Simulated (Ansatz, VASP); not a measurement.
## One calculation of Sb, two programs

```
Sb
1.0
     0.00000    2.26592    2.26592
     2.26592    0.00000    2.26592
     2.26592    2.26592    0.00000
Sb
1
Cartesian
  0.0000 0.0000 0.0000
```

Change from the starting cell: volume scaled by 0.95.

Alike in both runs: task single point; functional PBEsol; k mesh 12 × 12 × 12; occupations fermi-dirac, width 0.05 eV; no spin polarisation.

|  | VASP | Ansatz |
| --- | --- | --- |
| version | VASP 6.6.1 | Ansatz 0.2.0 |
| potentials or method | VASP PAW PBE potentials, release 64 (Sb), cutoff 520 eV | all-electron LAPW, scalar-relativistic |

```csv
,VASP,Ansatz,Ansatz less VASP
pressure (GPa),10.3,10.2,-0.09
```

Ansatz ran all-electron here, so the differences hold the error of VASP's frozen core and of both bases.

Caveats: the PAW data sets were made with another functional, which shifts forces and pressure a little (VASP). Spin-orbit coupling is left out, which matters for the levels of Sb.
